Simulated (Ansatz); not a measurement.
## How far is this SnO from the hull?

Computed with DFT PBE, scalar-relativistic, plane waves, PAW in Ansatz 0.2.0. All cells share a 420 eV cutoff and Γ-centred k meshes spaced at most about 0.3 Å⁻¹ (2π included). No spin polarisation.

Energies over the elements count from the elements' standard structures at the same level (O₂ as a molecule), with no fitted energy shifts. The references include grey tin.

Temperature and zero-point effects are left out. No dispersion correction is applied, so the spacing and binding between layers, chains or molecules are poorly described (P6_3/mmc, P4/nmm), and this can change margins and order among such cells.

The competitors are the elements and 3 reference phases of this chemical system (from databases or known types: Sn3O4, SnO, SnO2), relaxed at the same level; other known phases may be missing.

The candidate was reached from: random cell.

```cif
data_structure
_symmetry_space_group_name_H-M 'P 1'
_symmetry_Int_Tables_number 1
_cell_length_a 3.8996
_cell_length_b 3.8996
_cell_length_c 8.7319
_cell_angle_alpha 90.000
_cell_angle_beta 90.000
_cell_angle_gamma 120.000
_cell_volume 114.99
loop_
_atom_site_label
_atom_site_type_symbol
_atom_site_fract_x
_atom_site_fract_y
_atom_site_fract_z
_atom_site_occupancy
Sn1 Sn 0.33333 0.66667 0.75000 1
Sn2 Sn 0.66667 0.33333 0.25000 1
O1 O 0.00000 0.00000 0.25000 1
O2 O 0.00000 0.00000 0.75000 1
```

Question: Where does it stand against these competitors?

Answer: Not the lowest form: another structure of the same formula lies lower. Its formation energy is -0.631 eV/atom. The lowest competing phase at this composition is this:

| phase | space group | source | share of atoms | ΔE_f (eV/atom) |
| --- | --- | --- | --- | --- |
| SnO | P4/nmm (No. 129) | Materials Project | 1.0000 | -1.261 |

The candidate lies 0.63 eV/atom above this phase. The candidate matches no cell in the subsets of the Crystallography Open Database and the Materials Project at hand. The margin is far too high for a likely synthesis.
